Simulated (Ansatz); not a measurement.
# Ti3Al (Fm-3m) in Ansatz: further runs

Runs on Ti3Al. Level: r2SCAN+rVV10+U. Tasks: single point.

All numbers are computed with Ansatz 0.2.0; they aren't measurements. Logs are shortened: lines on timing, memory, paths and dates and some standing lists are left out, and cuts for length are marked.

## (1) The crystal as given

It takes space group Fm-3m (No. 225, cubic). The conventional cell has a = 6.464 Å, b = 6.464 Å, c = 6.464 Å, α = 90.00°, β = 90.00°, γ = 90.00°. Ti (site symmetry m-3m) has 8 Ti at 2.80 Å as nearest neighbours. Ti (site symmetry -43m) is surrounded by 4 Ti at 2.80 Å and 4 Al at 2.80 Å. Around Al (site symmetry m-3m) lie 8 Ti at 2.80 Å.

The cell comes from a database or a generator and needn't be the stable form of this composition.

## (2) Single point, r2SCAN+rVV10+U

File run.py:

```python
import json

import ase.io
import numpy as np
import spglib
from ase.calculators.calculator import CalculationFailed, Calculator
from ase.stress import full_3x3_to_voigt_6_stress
from ase.units import GPa

import ansatz as az

class AnsatzCalculator(Calculator):
    implemented_properties = ["energy", "free_energy", "forces", "stress", "magmom"]

    def calculate(self, atoms, properties, system_changes):
        super().calculate(atoms, properties, system_changes)
        structure = atoms.copy()
        structure.set_constraint()
        structure.set_momenta(None)
        structure.set_masses(None)
        outcome = (
            az.Crystal.from_ase(structure)
            .calculation()
            .basis(xc_grid=3)
            .kpoints(7, 7, 7)
            .functional("r2scan", dispersion="rvv10")
            .pseudopotentials(kind="paw", source="ansatz")
            .hubbard(double_counting="fll")
            .hubbard("Ti", "d", u_eff=5.3)
            .scf(tolerance=2e-10)
            .occupations(method="fermi_dirac", width=0.15)
            .forces()
            .stress()
            .run(threads=2)
        )
        if not outcome.report["converged"]:
            raise CalculationFailed("SCF not converged")
        report = outcome.report
        self.results = {
            "free_energy": report["lagrangian_ev"],
            "energy": report["lagrangian_ev"],
            "forces": np.array(report["forces_ev_ang"]),
            "stress": -GPa * full_3x3_to_voigt_6_stress(report["stress_gpa"]),
            "magmom": report["magnetization_mub"],
        }

np.set_printoptions(precision=5, suppress=True, linewidth=110)
atoms = ase.io.read("Ti3Al.cif")
cell, frac, numbers = spglib.find_primitive((atoms.cell[:], atoms.get_scaled_positions(), atoms.numbers), symprec=1e-5)
atoms = ase.Atoms(numbers, cell=cell, scaled_positions=frac, pbc=True)
atoms.calc = AnsatzCalculator()
print(f"free energy {atoms.get_potential_energy():.6f} eV")
print("forces (eV/A)", atoms.get_forces(), sep="\n")
print("stress (GPa, Voigt, tension positive)", atoms.get_stress() / GPa, sep="\n")
print(f"moment {atoms.get_magnetic_moment():.4f} muB")
```

File Ti3Al.cif:

```cif
data_Ti3Al
_cell_length_a 6.46356200
_cell_length_b 6.46356200
_cell_length_c 6.46356200
_cell_angle_alpha 90.00000000
_cell_angle_beta 90.00000000
_cell_angle_gamma 90.00000000
_space_group_name_H-M_alt 'Fm-3m'
_space_group_name_Hall '-F 4 2 3'
_space_group_IT_number 225
loop_
_space_group_symop_operation_xyz
'x,y,z'
'-x,-y,-z'
'-y,x,z'
'y,-x,-z'
'-x,-y,z'
'x,y,-z'
'y,-x,z'
'-y,x,-z'
'x,-y,-z'
'-x,y,z'
'-y,-x,-z'
'y,x,z'
'-x,y,-z'
'x,-y,z'
'y,x,-z'
'-y,-x,z'
'z,x,y'
'-z,-x,-y'
'z,-y,x'
'-z,y,-x'
'z,-x,-y'
'-z,x,y'
'z,y,-x'
'-z,-y,x'
'-z,x,-y'
'z,-x,y'
'-z,-y,-x'
'z,y,x'
'-z,-x,y'
'z,x,-y'
'-z,y,x'
'z,-y,-x'
'y,z,x'
'-y,-z,-x'
'x,z,-y'
'-x,-z,y'
'-y,z,-x'
'y,-z,x'
'-x,z,y'
'x,-z,-y'
'-y,-z,x'
'y,z,-x'
'-x,-z,-y'
'x,z,y'
'y,-z,-x'
'-y,z,x'
'x,-z,y'
'-x,z,-y'
'x,y+1/2,z+1/2'
'-x,-y+1/2,-z+1/2'
[... 64 lines left out ...]
'z+1/2,-y,x+1/2'
'-z+1/2,y,-x+1/2'
'z+1/2,-x,-y+1/2'
'-z+1/2,x,y+1/2'
'z+1/2,y,-x+1/2'
'-z+1/2,-y,x+1/2'
'-z+1/2,x,-y+1/2'
'z+1/2,-x,y+1/2'
'-z+1/2,-y,-x+1/2'
'z+1/2,y,x+1/2'
'-z+1/2,-x,y+1/2'
'z+1/2,x,-y+1/2'
'-z+1/2,y,x+1/2'
'z+1/2,-y,-x+1/2'
'y+1/2,z,x+1/2'
'-y+1/2,-z,-x+1/2'
'x+1/2,z,-y+1/2'
'-x+1/2,-z,y+1/2'
'-y+1/2,z,-x+1/2'
'y+1/2,-z,x+1/2'
'-x+1/2,z,y+1/2'
'x+1/2,-z,-y+1/2'
'-y+1/2,-z,x+1/2'
'y+1/2,z,-x+1/2'
'-x+1/2,-z,-y+1/2'
'x+1/2,z,y+1/2'
'y+1/2,-z,-x+1/2'
'-y+1/2,z,x+1/2'
'x+1/2,-z,y+1/2'
'-x+1/2,z,-y+1/2'
'x+1/2,y+1/2,z'
'-x+1/2,-y+1/2,-z'
'-y+1/2,x+1/2,z'
'y+1/2,-x+1/2,-z'
'-x+1/2,-y+1/2,z'
'x+1/2,y+1/2,-z'
'y+1/2,-x+1/2,z'
'-y+1/2,x+1/2,-z'
'x+1/2,-y+1/2,-z'
'-x+1/2,y+1/2,z'
'-y+1/2,-x+1/2,-z'
'y+1/2,x+1/2,z'
'-x+1/2,y+1/2,-z'
'x+1/2,-y+1/2,z'
'y+1/2,x+1/2,-z'
'-y+1/2,-x+1/2,z'
'z+1/2,x+1/2,y'
'-z+1/2,-x+1/2,-y'
'z+1/2,-y+1/2,x'
'-z+1/2,y+1/2,-x'
'z+1/2,-x+1/2,-y'
'-z+1/2,x+1/2,y'
'z+1/2,y+1/2,-x'
'-z+1/2,-y+1/2,x'
'-z+1/2,x+1/2,-y'
'z+1/2,-x+1/2,y'
'-z+1/2,-y+1/2,-x'
'z+1/2,y+1/2,x'
'-z+1/2,-x+1/2,y'
'z+1/2,x+1/2,-y'
'-z+1/2,y+1/2,x'
'z+1/2,-y+1/2,-x'
'y+1/2,z+1/2,x'
'-y+1/2,-z+1/2,-x'
'x+1/2,z+1/2,-y'
'-x+1/2,-z+1/2,y'
'-y+1/2,z+1/2,-x'
'y+1/2,-z+1/2,x'
'-x+1/2,z+1/2,y'
'x+1/2,-z+1/2,-y'
'-y+1/2,-z+1/2,x'
'y+1/2,z+1/2,-x'
'-x+1/2,-z+1/2,-y'
'x+1/2,z+1/2,y'
'y+1/2,-z+1/2,-x'
'-y+1/2,z+1/2,x'
'x+1/2,-z+1/2,y'
'-x+1/2,z+1/2,-y'
loop_
_atom_site_label
_atom_site_type_symbol
_atom_site_symmetry_multiplicity
_atom_site_Wyckoff_symbol
_atom_site_fract_x
_atom_site_fract_y
_atom_site_fract_z
_atom_site_occupancy
Ti1 Ti 4 a 0.0000000000 0.0000000000 0.0000000000 1
Ti2 Ti 8 c 0.2500000000 0.7500000000 0.7500000000 1
Al1 Al 4 b 0.5000000000 0.0000000000 0.0000000000 1
```

Potentials or basis: Ansatz PAW earlier set.

On the command line:

```
python run.py
```

The program printed:

```text
DeckWarning: basis.ecutwfc = 900 eV, auto-derived from the records' recommended cutoffs: set by Al (normal level)
PlacementWarning: RAYON_NUM_THREADS=2 ignored (pool sized by the plan → 2); use plan(threads=…)
free energy -9929.850514 eV
forces (eV/A)
[[-0.  0.  0.]
 [ 0.  0.  0.]
 [-0.  0.  0.]
 [ 0. -0. -0.]]
stress (GPa, Voigt, tension positive)
[-5.84276 -5.84276 -5.84276 -0.      -0.      -0.     ]
moment 0.0000 muB
```

engine_input.yaml:

```text
crystal:
  lattice:
    - [0.0, 3.231781, 3.231781]
    - [3.231781, 0.0, 3.231781]
    - [3.231781, 3.231781, 0.0]
  atoms:
    - { symbol: Ti, position: [0.0, 0.0, 0.0] }
    - { symbol: Ti, position: [0.25, 0.25, 0.25] }
    - { symbol: Ti, position: [0.75, 0.75, 0.75] }
    - { symbol: Al, position: [0.5, 0.5, 0.5] }
basis:
  xc_grid: 3
kpoints:
  mp_grid:
    grid: [7, 7, 7]
hamiltonian:
  xc: r2scan
  dispersion: rvv10
  pseudopotentials:
    kind: paw
    source: ansatz
  hubbard:
    sites:
      - { species: Ti, l: d, u_eff: 5.3 }
    double_counting: fll
scf:
  convergence:
    dr2_threshold: 2.0e-10
  occupations:
    method: fermi_dirac
    width: 0.15
output:
  forces: true
  stress: true
```

Run time: 14 s. Hardware: 2 threads of Arm Neoverse V1, shared host; peak memory 0.95 GiB.

What came out:

```
Free energy : -9929.8505 eV
Pressure    : 5.8 GPa
```

Eigenvalues of the final occupation matrices:
```
  site  spin  trace               eigenvalues
site 1     1   1.41  0.15 0.15 0.37 0.37 0.37
site 2     1   1.40  0.17 0.17 0.17 0.45 0.45
site 3     1   1.40  0.17 0.17 0.17 0.45 0.45
```

Caveat: the PAW data sets were made with another functional, which shifts forces and pressure a little; the U is typed as a test and isn't derived for this compound.

## (3) Single point, r2SCAN+rVV10+U

File input.yaml:

```yaml
crystal:
  lattice:
    - [0.0, 3.231781, 3.231781]
    - [3.231781, 0.0, 3.231781]
    - [3.231781, 3.231781, 0.0]
  atoms:
    - { symbol: Ti, position: [0.0, 0.0, 0.0] }
    - { symbol: Ti, position: [0.25, 0.25, 0.25] }
    - { symbol: Ti, position: [0.75, 0.75, 0.75] }
    - { symbol: Al, position: [0.5, 0.5, 0.5] }
hamiltonian:
  xc: r2scan
  pseudopotentials: { kind: paw, source: ansatz }
  dispersion: rvv10
  hubbard: { sites: [{ species: Ti, l: d, u_eff: 5.3 }], double_counting: fll }
kpoints:
  mp_grid: { grid: [7, 7, 7] }
scf:
  occupations: { method: fermi_dirac, width: 0.15 }
output:
  forces: true
  stress: true
  eigenvalues: true
```

Potentials or basis: Ansatz PAW earlier set.

On the command line:

```
ansatz run input.yaml --threads 2 --pin off --max-ram 5120MiB --backend cpu --events-out ev --progress --plain --runs-dir out
```

The program printed:

```text
Warning: RAYON_NUM_THREADS=2 ignored (pool sized by the plan → 2); use --threads N
Ti: projections on atomic orbitals take those of the free atom [Ne] 3s2 3p6 3d2 4s2, of charge +0.00 (hamiltonian.pseudopotentials.projection_atoms); the dataset's partial waves leave at most 3.9e-6 of an orbital's norm unspanned inside its sphere
Al: projections on atomic orbitals take those of the free atom [He] 2s2 2p6 3s2 3p1, of charge +0.00 (hamiltonian.pseudopotentials.projection_atoms); the dataset's partial waves leave at most 4.0e-9 of an orbital's norm unspanned inside its sphere
band count auto-derived: 30 (N_el = 47.0; filled up to band 24; 29 by the electrons, moments and atoms)
Engine: ansatz 0.2.0, aarch64-unknown-linux-gnu
Pseudopotentials: kind: paw
Pseudopotential: Ti, paw, valence charge 12, recommended cutoff 740 eV (normal), Ti.paw.azcp
Pseudopotential: Al, paw, valence charge 11, recommended cutoff 900 eV (normal), Al.paw.azcp
Functional definition: r2SCAN+rVV10
  parameter k0 = 0.174
  parameter k1 = 0.065
  parameter a1 = 4.9479
  exchange = r2scan_x(k0 = k0, k1 = k1, a1 = a1)
  correlation = r2scan_c + rvv10(11.95, 0.0093)
Crystal: 4 atoms, lattice volume = 67.508 Å³
Basis set: ecut = 900 eV, 4111 PW (Γ), exchange–correlation on 200×200×200 points (64 copies of the dense FFT grid, shifted against one another)
Bands: 30, of which v1, the nominal top of the filled ones, is band 24 counted from 1 (23 counted from 0)
Symmetry: 48 space group operations
Space group: Fm-3m (ITA 225), of the structure as read, at distance tolerance 4.1e-5 Å
k-points: 20 of 343
Non-local potential: Ti, projectors of the file, l = 0: 2, l = 1: 2, l = 2: 2, l = 3: 1
Non-local potential: Al, projectors of the file, l = 0: 2, l = 1: 2, l = 2: 1
PAW form: soft (Blöchl's): semilocal exchange-correlation on the pseudo side does not see the compensation charge
rVV10 density: all electrons in the spheres
PAW frozen core: Ti, regenerated for the run's functional (the file was generated under x = pbe(κ = 0.804, μ = 0.2195149727645171), c = pbe(β = 0.06672455060314922))
PAW frozen core: Al, regenerated for the run's functional (the file was generated under x = pbe(κ = 0.804, μ = 0.2195149727645171), c = pbe(β = 0.06672455060314922))
PAW one-centre angular grid: Ti, 590 points (default); XC on 160 Gauss nodes
PAW one-centre angular grid: Al, 302 points (default); XC on 160 Gauss nodes
Initial density: superposition of atomic densities (chi_scale 0.1, normalization cell, long waves kept (reshape's long-wave potential 0.00 eV rms))
Initial wavefunctions: pseudopotential atomic-orbital guess
Functional: x = r2scan, c = r2scan + rvv10(b = 11.95, C = 0.0093); τ floored in thin density (d = 2e-4 eV/Å³)
SCF iter   1: F=—  HF=-9934.575408 eV  |F-HF|=—  |Δ(HF+E_count)|=         —  Δρ=1.47e-1  dr2=1.98e1  dr2_τ=2.23e0  ethr=3.10e-3  ⟨swp⟩=6.2  Hψ=2449  notcnv=0
preconditioner: auto → Kerker (q_TF=auto, 2.569 Å⁻¹)  [metal: Δε(μ)=0.049 eV  Ē_g=5.092 eV  σ=0.150 eV  W_gap=0.08  n_scr=14 (ndim 8)  ℏωp=17.5 eV  f_vac=0.000  D(μ)=4.76/eV (n_scr^D=58)]
SCF iter   2: F=—  HF=-9929.988052 eV  |F-HF|=—  |Δ(HF+E_count)|=    4.59e0  Δρ=6.08e-2  dr2=3.40e0  dr2_τ=5.82e-1  ethr=3.10e-3  ⟨swp⟩=4.0  Hψ=1436  notcnv=0
SCF iter   3: F=—  HF=-9929.633728 eV  |F-HF|=—  |Δ(HF+E_count)|=   3.54e-1  Δρ=2.67e-2  dr2=2.19e-1  dr2_τ=8.84e-2  ethr=3.10e-3  ⟨swp⟩=4.2  Hψ=1477  notcnv=0
SCF iter   4: F=—  HF=-9929.810882 eV  |F-HF|=—  |Δ(HF+E_count)|=   1.77e-1  Δρ=1.95e-2  dr2=3.17e-1  dr2_τ=1.00e-1  ethr=4.65e-4  ⟨swp⟩=2.8  Hψ=1161  notcnv=0
SCF iter   5: F=—  HF=-9929.825598 eV  |F-HF|=—  |Δ(HF+E_count)|=   1.47e-2  Δρ=6.96e-3  dr2=2.32e-2  dr2_τ=6.08e-3  ethr=4.65e-4  ⟨swp⟩=2.9  Hψ=919  notcnv=0
SCF iter   6: F=—  HF=-9929.854102 eV  |F-HF|=—  |Δ(HF+E_count)|=   2.85e-2  Δρ=5.53e-3  dr2=2.32e-2  dr2_τ=4.32e-3  ethr=4.94e-5  ⟨swp⟩=2.8  Hψ=1174  notcnv=0
SCF iter   7: F=—  HF=-9929.850660 eV  |F-HF|=—  |Δ(HF+E_count)|=   3.44e-3  Δρ=8.00e-4  dr2=6.46e-4  dr2_τ=8.57e-5  ethr=4.93e-5  ⟨swp⟩=3.0  Hψ=1220  notcnv=0
SCF iter   8: F=—  HF=-9929.850703 eV  |F-HF|=—  |Δ(HF+E_count)|=   4.26e-5  Δρ=2.98e-4  dr2=8.68e-5  dr2_τ=1.03e-5  ethr=1.37e-6  ⟨swp⟩=2.0  Hψ=701  notcnv=0
SCF iter   9: F=—  HF=-9929.850513 eV  |F-HF|=—  |Δ(HF+E_count)|=   1.89e-4  Δρ=6.92e-5  dr2=2.01e-6  dr2_τ=4.87e-7  ethr=1.85e-7  ⟨swp⟩=2.2  Hψ=876  notcnv=0
SCF iter  10: F=-9929.850513 eV  HF=-9929.850513 eV  |F-HF|=6.82e-9  |Δ(HF+E_count)|=   2.92e-8  Δρ=9.71e-6  dr2=3.52e-8  dr2_τ=7.87e-9  ethr=2.13e-10  ⟨swp⟩=7.2  Hψ=3590  notcnv=0
SCF 1 converged in 10 iterations: F = -9929.850513 eV  dr2 = 3.52e-8
SCF converged after 10 iterations
Free energy (F): -9929.850513 eV
Harris-Foulkes:  -9929.850513 eV  (|F-HF|=6.82e-9)
Internal energy: -9929.464300 eV  (E = F + TS)
E sigma→0 (E₀):  -9929.657407 eV
Entropy (-TS):   -0.386213 eV (-96.553 meV/atom)
Fermi energy:    12.984121 eV
--- Per-component energies (eV) ---
  E_band       = -1019.794067
  E_kinetic    = 1723.611293
  E_local      = -6279.606646  (includes V_loc(G=0)·N_el)
  E_nonlocal   = 1268.952723
  E_hartree    = 1703.256588
  E_xc         = -587.972618
  E_vxc        = -865.510805  (∫ρ·V_xc dr)
  E_hubbard    = 14.756704  (on-site DFT+U / exact-exchange correction)
  E_vhub       = 7.166909  (the Hubbard potential's part of the band-sum identity)
  E_paw        = -3291.209613  (= ΣΔE_a)
  E_vpaw       = -342.107461  (= ΣTr[D̂ρ^β])
  E_aug_tail   = -0.000014  (compensation charges beyond the density's cutoff)
  E_vtau       = 61.195277  (kinetic-family band-sum trace: ∫τ·v_τ [+ j·A + Jᵃ·Aᵃ] dr)
  E_ewald      = -4480.476377
  E_core_change = -0.776340  (= ΣΔE_core)
  E_smearing   = -0.386213  (= −TS)
  E_closure    = 0.000000  (closes the sum)
  Σ components = -9929.850513   (vs F -9929.850513, Δ=0.00e0)
--- Forces (eV/Å), atoms counted from 1 ---
  atom   1  Ti    -0.00000000     0.00000000     0.00000000
  atom   2  Ti     0.00000000    -0.00000000     0.00000000
  atom   3  Ti     0.00000000    -0.00000000    -0.00000000
  atom   4  Al     0.00000000    -0.00000000    -0.00000000
  max |Σ_I F_I| component: 5.09e-17 eV/Å
--- Stress (GPa, compression-positive) ---
        5.843408       0.000000       0.000000
        0.000000       5.843408       0.000000
        0.000000       0.000000       5.843408
  P = ⅓ Tr σ = 5.8434 GPa (58.434 kbar)
--- Band table (eV; the first three rows and the last of 20) ---
  k-point 0: bands = ["-92.6221", "-52.2956", "-52.2956", "-52.2956", "-47.0722", "-46.9812", "-46.8746", "-22.3019", "-22.3019", "-22.3019", "-22.2276", "-22.2276", "-22.2276", "-21.9478", "-21.9478", "-21.9478", "4.4270", "11.0297", "11.0297", "11.7485", "11.7485", "11.7485", "12.6753", "12.6753", "12.6753", "15.4093", "15.4093", "16.1940", "16.1940", "16.1940"]
  k-point 1: bands = ["-92.6213", "-52.2958", "-52.2957", "-52.2957", "-47.0649", "-46.9820", "-46.8782", "-22.3319", "-22.3215", "-22.3215", "-22.2111", "-22.2111", "-22.1830", "-21.9667", "-21.9454", "-21.9454", "4.6814", "10.9922", "10.9922", "11.2105", "11.9405", "11.9405", "12.5544", "12.6313", "12.6313", "15.2510", "15.2510", "15.9103", "16.1376", "16.1376"]
  k-point 2: bands = ["-92.6197", "-52.2963", "-52.2957", "-52.2957", "-47.0452", "-46.9857", "-46.8877", "-22.3516", "-22.3516", "-22.3496", "-22.1883", "-22.1883", "-22.1471", "-21.9945", "-21.9398", "-21.9398", "5.4124", "9.8742", "10.9749", "10.9749", "12.2678", "12.2678", "12.4894", "12.6268", "12.6268", "14.9374", "14.9374", "15.3818", "15.7855", "15.7855"]
  k-point 19: bands = ["-92.6158", "-52.2966", "-52.2966", "-52.2962", "-46.9966", "-46.9958", "-46.9115", "-22.4530", "-22.3756", "-22.3158", "-22.2459", "-22.1132", "-22.1015", "-21.9788", "-21.9608", "-21.9272", "7.5462", "9.0745", "9.2117", "10.4887", "11.8545", "12.1039", "12.8247", "13.2322", "13.7953", "13.9928", "14.1600", "15.3878", "15.6373", "15.7626"]
Occupation matrices written to <dir>
```

occupation_matrices:

```text
# The occupation matrices of the corrected shells as a run of Ansatz 0.0.0 ended. An entry of
# hamiltonian.hubbard.sites starts from them by `starting_ns: <path of this file>`, where that key's refused
# combinations let it.
# Free energy -9929.850513 eV.
# projection_atom_Ti: [Ne] 3s2 3p6 3d2 4s2
# projection_atom_Al: [He] 2s2 2p6 3s2 3p1
[... 33 lines left out ...]
  site2_d:
    matrix:
      - [0.4481399149367692, 5.421010862427522e-20, -7.047314121155779e-19, -1.3986208025063007e-17, -4.336808689942018e-19]
      - [0.0, 0.1685506986080016, 3.5236570605778894e-19, 3.2526065174565133e-19, -1.8973538018496328e-19]
      - [6.505213034913027e-19, 1.3552527156068805e-19, 0.1685506986080016, 4.336808689942018e-19, 5.421010862427522e-20]
      - [-1.485356976305141e-17, 1.0842021724855044e-19, 8.673617379884035e-19, 0.44813991493676913, -2.168404344971009e-19]
      - [0.0, -7.318364664277155e-19, 5.421010862427522e-20, -2.710505431213761e-20, 0.1685506986080016]
```

Run time: 14 s. Hardware: 2 threads of Arm Neoverse V1, shared host; peak memory 1.1 GiB.

Results:

```
Free energy            : -9929.8505 eV
Pressure               : 5.8 GPa
Band gap on the k mesh : none (metal or under the smearing width)
```

Eigenvalues of the final occupation matrices:
```
  site  spin  trace               eigenvalues
site 1     1   1.41  0.15 0.15 0.37 0.37 0.37
site 2     1   1.40  0.17 0.17 0.17 0.45 0.45
site 3     1   1.40  0.17 0.17 0.17 0.45 0.45
```

Caveat: U without spin polarisation on a metal has little footing; pairwise dispersion overbinds metals, which lowers pressure and volume; the PAW data sets come from PBE, with cores solved anew for the run's functional, which leaves a small shift of forces and pressure; the U is typed as a test and isn't derived for this compound.
